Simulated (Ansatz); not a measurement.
Rocksalt ZnO, relaxed with r2SCAN, was run in Ansatz under altered settings. All numbers are computed, without spin polarisation but where a row says otherwise.

```
CELL_PARAMETERS angstrom
0.00000 2.13377 2.13377
2.13377 0.00000 2.13377
2.13377 2.13377 0.00000
ATOMIC_POSITIONS crystal
Zn 0.00000 0.00000 0.00000
O 0.50000 0.50000 0.50000
```

The base run's other keys:
```yaml
kpoints:
  mp_grid: { grid: [4, 4, 4] }
hamiltonian:
  xc: hse06
scf:
  occupations: { method: fixed }
  n_extra_bands: 4
```

It takes 14 iterations with 339 plane waves at 420 eV and 8 k points, and leaves a mean stress of +0.93 GPa. The gap over this mesh is 2.763 eV. It ran on 4 threads of AMD EPYC (Zen 3), on a shared host.

Outcomes, with energy and stress as changes against the base:
```
                                  setting    outcome  ΔF (meV/atom)  Δ mean stress (GPa)  gap on the mesh (eV)  iterations  wall time
                scf.exx.ecutfock_ratio: 2  converged           +0.3                  0.0                 2.763          14       18 s
PBE hybrid, exx coeff 0.05, omega 0.3 1/Å  converged              –                 +5.5                 1.244          11       17 s
 PBE hybrid, exx coeff 0.1, omega 0.1 1/Å  converged              –                 +3.9                 1.786          12       16 s
          scf.occupations: gaussian 0.001  converged            0.0                  0.0                 2.763          14       17 s
```
A dash marks a value that wasn't obtained or can't be compared. Stress is positive in compression. The base took 19 s.

- PBE hybrid, exx coeff 0.05, omega 0.3 1/Å. That is 5 % exact exchange, screened with ω = 0.3 1/Å, against HSE06's 25 % screened at 0.208 1/Å. The mean stress moves by +5.5 GPa and the gap on the mesh by -1.519 eV (to 1.244). Totals of different functionals aren't comparable.
- PBE hybrid, exx coeff 0.1, omega 0.1 1/Å. That is 10 % exact exchange, screened with ω = 0.1 1/Å, against HSE06's 25 % screened at 0.208 1/Å. The mean stress moves by +3.9 GPa and the gap on the mesh by -0.977 eV (to 1.786). Totals of different functionals aren't comparable. The program warns that on this mesh the truncation of the exchange isn't bounded, so part of the change can be an error of the mesh.

Within 1 meV an atom, 0.1 GPa and 0.005 eV of the base stay: scf.exx.ecutfock_ratio: 2; scf.occupations: gaussian 0.001.

The stress of a hybrid is loosely converged in these runs.

The meshes of the hybrids are coarse, so their gaps aren't converged to the digits shown.
